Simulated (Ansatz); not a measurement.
A plane-wave DFT run in Ansatz 0.2.0 (scalar-relativistic PAW potentials unless the input names others): input and command.

```yaml
crystal:
  lattice:
    - [3.3275219471, -1.8465698535, 0.0]
    - [3.3275219471, 1.8465698535, 0.0]
    - [0.0, 0.0, 6.6182859128]
  atoms:
    - { symbol: F, position: [0.912069533, 0.087930467, 0.0938635812] }
    - { symbol: F, position: [0.587930467, 0.412069533, 0.5938635812] }
    - { symbol: F, position: [0.412069533, 0.587930467, 0.4061364188] }
    - { symbol: F, position: [0.087930467, 0.912069533, 0.9061364188] }
basis:
  ecutwfc: 420
kpoints:
  mp_grid: { grid: [8, 8, 4] }
hamiltonian:
  xc: pbesol
scf:
  occupations: { method: cold, width: 0.025 }
output:
  forces: true
  eigenvalues: true
  stress: true
relax:
  adjacent_minimum: "off"
  f_tol: 0.005
  max_steps: 80
  cell: { stress_tol: 0.05 }
```

```bash
ansatz run input.yaml --threads 4 --pin off --max-ram 9216MiB --backend cpu --events-out ev --progress --plain --runs-dir out
```

Abridged log:
```
Pseudopotentials: kind: paw
Pseudopotential: F, paw, valence charge 7, recommended cutoff 420 eV (normal)
Functional definition: PBEsol
Crystal: 4 atoms, lattice volume = 81.332 Å³
Basis set: ecut = 420 eV, 1587 PW (Γ), exchange–correlation on 54×54×90 points (8 copies of the dense FFT grid, shifted against one another)
Bands: 18, of which v1, the nominal top of the filled ones, is band 14 counted from 1 (13 counted from 0)
Symmetry: 8 space group operations
Space group: Cmce (ITA 64), of the structure as read, at distance tolerance 4.3e-5 Å
k-points: 63 of 256
Initial density: superposition of atomic densities (neutral atoms: chi_scale 0, normalization atom), corrected by the library's trained network
Initial wavefunctions: pseudopotential atomic-orbital guess
Functional: x = pbesol(κ = 0.804, μ = 0.12345679), c = pbesol(β = 0.046)
SCF iter   1: F=—  HF=-3190.646648 eV  |F-HF|=—  |Δ(HF+E_count)|=         —  Δρ=8.31e-3  dr2=2.72e-2  ethr=1.77e-3  ⟨swp⟩=5.3  Hψ=5352  notcnv=0
SCF iter   2: F=—  HF=-3190.637533 eV  |F-HF|=—  |Δ(HF+E_count)|=   9.11e-3  S|Δr|=    0.00e0  Δρ=1.49e-3  dr2=8.54e-4  ethr=9.73e-5  ⟨swp⟩=2.5  Hψ=2583  notcnv=0
SCF iter   3: F=—  HF=-3190.637748 eV  |F-HF|=—  |Δ(HF+E_count)|=   2.15e-4  S|Δr|=    0.00e0  Δρ=5.37e-4  dr2=8.06e-5  ethr=3.05e-6  ⟨swp⟩=2.1  Hψ=1998  notcnv=0
SCF iter   4: F=—  HF=-3190.637860 eV  |F-HF|=—  |Δ(HF+E_count)|=   1.11e-4  S|Δr|=    0.00e0  Δρ=4.14e-5  dr2=1.88e-6  ethr=2.88e-7  ⟨swp⟩=2.5  Hψ=2027  notcnv=0
SCF iter   5: F=—  HF=-3190.637861 eV  |F-HF|=—  |Δ(HF+E_count)|=   1.55e-6  S|Δr|=    0.00e0  Δρ=1.36e-5  dr2=1.47e-7  ethr=3.57e-10  ⟨swp⟩=5.3  Hψ=5069  notcnv=0
SCF iter   6: F=-3190.637862 eV  HF=-3190.637862 eV  |F-HF|=4.38e-9  |Δ(HF+E_count)|=   2.55e-7  S|Δr|=    0.00e0  Δρ=1.82e-6  dr2=2.43e-9  ethr=3.57e-10  ⟨swp⟩=4.1  Hψ=3913  notcnv=0
SCF 1 converged in 6 iterations: F = -3190.637862 eV  dr2 = 2.43e-9
relax step   1: F+E_penalty+E_count = -3190.63786161 eV  Δ(F+E_penalty+E_count) = +0.000e0 eV  max|allowed force component| = 1.384e-3 eV/Å  Δτ_max = 0.0000 Å  P = -0.025 GPa  Ω = 81.332 Å³  (6 SCF iters, dr2 threshold 1.00e-7 eV, accepted)
Crystal: 4 atoms, lattice volume = 81.136 Å³
Initial density: handed on by an earlier stage of this run
Initial wavefunctions: those handed on with the density
SCF iter   1: F=—  HF=-3190.639099 eV  |F-HF|=—  |Δ(HF+E_count)|=         —  Δρ=1.51e-3  dr2=2.21e-4  ethr=7.90e-7  ⟨swp⟩=2.0  Hψ=5812  notcnv=0
SCF iter   2: F=—  HF=-3190.639100 eV  |F-HF|=—  |Δ(HF+E_count)|=   2.87e-7  S|Δr|=    0.00e0  Δρ=7.41e-4  dr2=5.23e-5  ethr=7.90e-7  ⟨swp⟩=1.0  Hψ=1134  notcnv=0
   ...
SCF iter   4: F=—  HF=-3190.638956 eV  |F-HF|=—  |Δ(HF+E_count)|=   1.60e-6  S|Δr|=    0.00e0  Δρ=1.18e-5  dr2=4.52e-8  ethr=6.43e-9  ⟨swp⟩=2.0  Hψ=1765  notcnv=0
SCF iter   5: F=—  HF=-3190.638956 eV  |F-HF|=—  |Δ(HF+E_count)|=   2.61e-8  S|Δr|=    0.00e0  Δρ=3.31e-6  dr2=6.50e-9  ethr=1.61e-10  ⟨swp⟩=2.2  Hψ=1704  notcnv=0
SCF iter   6: F=—  HF=-3190.638956 eV  |F-HF|=—  |Δ(HF+E_count)|=   8.25e-9  S|Δr|=    0.00e0  Δρ=4.57e-7  dr2=2.09e-10  ethr=2.32e-11  ⟨swp⟩=2.5  Hψ=1921  notcnv=0
SCF iter   7: F=-3190.638956 eV  HF=-3190.638956 eV  |F-HF|=7.28e-12  |Δ(HF+E_count)|=  2.42e-10  S|Δr|=    0.00e0  Δρ=7.77e-8  dr2=3.73e-12  ethr=1.00e-12  ⟨swp⟩=4.0  Hψ=3794  notcnv=0
SCF 7 converged in 7 iterations: F = -3190.638956 eV  dr2 = 3.73e-12
relax step   7: F+E_penalty+E_count = -3190.63895560 eV  Δ(F+E_penalty+E_count) = -7.429e-4 eV  max|allowed force component| = 3.290e-4 eV/Å  Δτ_max = 0.0004 Å  P = -0.013 GPa  Ω = 80.781 Å³  energy of the carried Pulay correction = +7.061e-4 eV  (7 SCF iters, accepted)
SCF iter   1: F=—  HF=-3190.638236 eV  |F-HF|=—  |Δ(HF+E_count)|=         —  Δρ=2.26e-5  dr2=5.92e-8  ethr=4.22e-7  ⟨swp⟩=2.1  Hψ=7362  notcnv=0
SCF iter   2: F=—  HF=-3190.638243 eV  |F-HF|=—  |Δ(HF+E_count)|=   6.70e-6  S|Δr|=    0.00e0  Δρ=1.02e-5  dr2=1.13e-8  ethr=2.11e-10  ⟨swp⟩=2.0  Hψ=2016  notcnv=0
SCF iter   3: F=—  HF=-3190.638243 eV  |F-HF|=—  |Δ(HF+E_count)|=   1.17e-8  S|Δr|=    0.00e0  Δρ=2.74e-6  dr2=8.97e-10  ethr=4.04e-11  ⟨swp⟩=2.0  Hψ=1766  notcnv=0
SCF iter   4: F=-3190.638243 eV  HF=-3190.638243 eV  |F-HF|=1.09e-11  |Δ(HF+E_count)|=   1.14e-9  S|Δr|=    0.00e0  Δρ=3.11e-7  dr2=1.51e-11  ethr=1.00e-12  ⟨swp⟩=2.2  Hψ=4212  notcnv=0
SCF 8 converged in 4 iterations: F = -3190.638243 eV  dr2 = 1.51e-11
SCF converged after 4 iterations
Stability not checked: this state was not tested for a lower state beside it, because cold or Methfessel-Paxton smearing, or corrected tetrahedra, fill the levels in a way that the test cannot read (fill_not_monotonic; see scf.lower_state_search)
Free energy (F): -3190.638243 eV
Harris-Foulkes:  -3190.638243 eV  (|F-HF|=1.09e-11)
Internal energy: -3190.638243 eV  (E = F + TS)
E sigma→0 (E₀):  -3190.638243 eV
Fermi energy:    -3.155725 eV
Step filling:    the computed levels leave a gap of 3.2571 eV = 130.3 smearing widths at the electron count; against every level under it full and every level over it empty, smearing changes F+E_penalty+E_count by +0.00e0 meV and its σ→0 estimate by +0.00e0 meV
--- Forces (eV/Å), atoms counted from 1 ---
  atom   1  F      0.00000000    -0.00029144    -0.00027915
  atom   2  F      0.00000000     0.00029144    -0.00027915
  atom   3  F      0.00000000    -0.00029144     0.00027915
  atom   4  F      0.00000000     0.00029144     0.00027915
--- Stress (GPa, compression-positive) ---
       -0.048345       0.000000       0.000000
        0.000000      -0.041119       0.000000
        0.000000       0.000000       0.007381
  P = ⅓ Tr σ = -0.0274 GPa (-0.274 kbar)
--- Relaxed structure (5 steps of the walk, 4 accepted, 3 SCFs on fresh bases) ---
  F+E_penalty+E_count = -3190.63824301 eV   max|allowed force component| = 2.914e-4 eV/Å   (the final SCF, on the basis selected at the relaxed cell)
  cell:  # Å, volume = 80.7815 Å³
    - [3.31139173, -1.83912165, 0.0]
    - [3.31139173, 1.83912165, 0.0]
    - [0.0, 0.0, 6.63224808]
  atoms:
    - { symbol: F, position: [0.91196623, 0.08803376, 0.09374478] }
    - { symbol: F, position: [0.58803376, 0.41196623, 0.59374478] }
    - { symbol: F, position: [0.41196623, 0.58803376, 0.40625521] }
    - { symbol: F, position: [0.08803376, 0.91196623, 0.90625521] }
```

Apart from outputs and empty bands, the input differs from a reference run on usual settings in scf.occupations.method: "gaussian" → "cold"; scf.occupations.width: 0.02 → 0.025. The reference, at the same start, ended its own course with a relaxed volume of 20.20 Å³/atom, pressure -0.03 GPa, largest force 0.000 eV/Å, gap on the mesh 3.26 eV. This run converged in 42 SCF iterations over all its steps (reference: 42) with an energy at zero smearing within 0.01 meV/atom of the reference's, a relaxed volume of 20.20 Å³/atom, pressure -0.03 GPa, largest force 0.000 eV/Å, gap on the mesh 3.26 eV.

It took 5.6 s on 4 threads of Intel(R) Xeon(R) Platinum 8559C (Emerald Rapids), on a shared host, peak memory 0.47 GiB.